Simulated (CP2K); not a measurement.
Runs of CP2K 2026.2 on InSe. The structure is monoclinic, space group C2/m (No. 12). The conventional cell has a = 11.653 Å, b = 4.109 Å, c = 5.073 Å, α = 90.00°, β = 109.86°, γ = 90.00°. Around In (site symmetry m) lie 3 Se at 2.68 to 2.69 Å and 1 In at 2.80 Å. Se (site symmetry m) is surrounded by 3 In at 2.68 to 2.69 Å. The cell comes from a database or a generator and needn't be the stable form of this composition.

| level | potentials or basis | smearing | EPS_DEFAULT | NGRIDS | points a segment of the path (NPOINTS) | bands added on the path | CUTOFF of the grids | gap on the mesh (eV) | pressure (GPa) | largest force (eV/Å) |
| --- | --- | --- | --- | --- | --- | --- | --- | --- | --- | --- |
| LDA | GTH_POTENTIALS In GTH-PADE-q13, Se GTH-PADE-q6; TZVP-MOLOPT-PBE-GTH basis | fermi-dirac 0.0259 eV | 1.0E-9 | 4 | 8 | 4 | 450 Ry | 0.98 | -2.4 | 0.04 |
| SCAN | POTENTIAL_UZH In GTH-SCAN-q13, Se GTH-SCAN-q6; TZVP-MOLOPT-SCAN-GTH basis | fermi-dirac 0.01 eV | 1.0E-10 | 4 | 6 | 6 | 675 Ry | 1.33 | -0.1 | 0.13 |
| PBEsol | POTENTIAL_UZH In GTH-PBE-q13, Se GTH-PBE-q6; TZVP-MOLOPT-PBE-GTH basis | fermi-dirac 0.05 eV | 1.0E-10 | 5 | 6 | 4 | 450 Ry | 1.03 | -0.2 | (c) |
| r2SCAN | POTENTIAL_UZH In GTH-SCAN-q13, Se GTH-SCAN-q6; TZVP-MOLOPT-SCAN-GTH basis | fermi-dirac 0.0259 eV | 1.0E-9 | 5 | 6 | 4 | 675 Ry | (b) | -0.1 | 0.08 |
| TASK | POTENTIAL_UZH In GTH-SCAN-q13, Se GTH-SCAN-q6; TZVP-MOLOPT-SCAN-GTH basis | fermi-dirac 0.0259 eV | 1.0E-10 | 5 | 8 | 6 | 675 Ry | (a) | 2.3 | 0.31 |

Alike in all rows: task band structure; no spin polarisation; cell as given; k mesh 7 × 7 × 6.

Estimate the missing entries.

(a) 1.55; (b) 1.45; (c) 0.24.

Caveats: spin-orbit coupling is left out, which moves the levels of the heavy elements; the basis of atomic orbitals isn't converged, which shifts pressures, moduli and gaps; the potentials were made for another functional, which shifts forces and pressure (some runs).

A k mesh can miss the band edges, and the runs leave out spin-orbit coupling on In, Se.
